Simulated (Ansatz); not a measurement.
# AlN

Method: PBEsol, scalar-relativistic; no spin polarisation; PAW, 420 eV, Γ-centred 14×14×14 mesh, 0.05 eV Gaussian smearing; code Ansatz. The datasets are Ansatz's generated set soft_2.

```xyz
2
Lattice="0.0000 2.0226 2.0226 2.0226 0.0000 2.0226 2.0226 2.0226 0.0000" Properties=species:S:1:pos:R:3 pbc="T T T"
Al    0.0000    0.0000    0.0000
N     2.0226    2.0226    2.0226
```

The chain of runs began from a cell as deposited in COD, expanded in volume.

The cell is relaxed to zero pressure at this level.

Elastic constants come from the stress of slightly strained cells with relaxed atoms, in GPa, Voigt order xx, yy, zz, yz, xz, xy in the Cartesian frame of the vectors above.

```
453.3 167.8 167.8   0.0   0.0   0.0
167.8 453.3 167.8   0.0   0.0   0.0
167.8 167.8 453.3   0.0   0.0   0.0
  0.0   0.0   0.0 311.9   0.0   0.0
  0.0   0.0   0.0   0.0 311.9   0.0
  0.0   0.0   0.0   0.0   0.0 311.9
```

Task: Work out the Voigt, Reuss and Hill moduli.

Result: Voigt: K = (C11 + C22 + C33 + 2(C12 + C13 + C23))/9 = 263 GPa, G = (C11 + C22 + C33 − C12 − C13 − C23 + 3(C44 + C55 + C66))/15 = 244 GPa. Reuss, from the compliances S = C⁻¹: K = 263 GPa, G = 212 GPa. Hill means: K = 263 GPa, G = 228 GPa.

Task: And Young's modulus, Poisson's ratio, Pugh's ratio and the anisotropy?

Result: E = 9KG/(3K + G) = 530 GPa, ν = (3K − 2G)/(6K + 2G) = 0.16, K/G = 1.15 (under the 1.75 that Pugh's rule, made for metals, takes as the line between brittle and ductile), universal anisotropy index 5G_V/G_R + K_V/K_R − 6 = 0.77. The eigenvalues of C are 285, 286, 312, 312, 312, 789 GPa, all positive.

Task: What sound velocities and Debye temperature follow for a polycrystal?

Result: With a density of 4.113 g/cm³ (mean mass 20.5 u, 8.27 Å³/atom), K = 263.0 and G = 227.9 GPa from the unrounded constants, v_l = √((K + 4G/3)/ρ) = 11740 m/s and v_t = √(G/ρ) = 7440 m/s. The mean [(1/v_l³ + 2/v_t³)/3]^(−1/3) is 8190 m/s, and θ_D = (ħ/k_B)(6π²/V)^(1/3) v_m ≈ 1210 K, with V the volume an atom. This is the low-temperature, elastic estimate.

For a cubic crystal three numbers say it all: C11 = 453.3, C12 = 167.8, C44 = 311.9 GPa. K = (C11 + 2C12)/3 = 263.0 GPa. The two shear moduli are C44 and C′ = (C11 − C12)/2 = 142.7 GPa, so Zener's ratio C44/C′ is 2.18: the crystal is stiffest along ⟨111⟩ and softest along ⟨100⟩. The Cauchy pressure C12 − C44 is -144 GPa; pair forces would make it zero if every atom sat on a centre of inversion, as here, and a negative value is usually read as directional bonding.

The equation of state, an independent route, gives B0 = 262 GPa, against 263 GPa here.

It took roughly 21 core-seconds on a shared host.

These constants describe rock-salt AlN, the high-pressure polymorph, and should not be carried over to the familiar wurtzite phase. The lattice resists shear almost as strongly as compression, with a Hill shear modulus of 228 GPa against a bulk modulus of 263 GPa. Together with the light atoms, this accounts for the high sound velocities and Debye temperature.

The softer shear is the tetragonal one, C′. In a rock-salt lattice of highly charged ions, electrostatic forces raise C44 but lower C′, partly offsetting the short-range Al–N repulsion that resists axial strain. This probably explains the Zener ratio of 2.18. Aluminium also lacks the valence d electrons that stiffen the cube axes in transition-metal nitrides. The strongly negative Cauchy pressure establishes non-central forces, but not covalency alone, since a nitride ion that deforms with its surroundings has the same effect.

The positive eigenvalues show stability against small homogeneous strains, but not against finite-wavevector phonons or transformation to wurtzite.
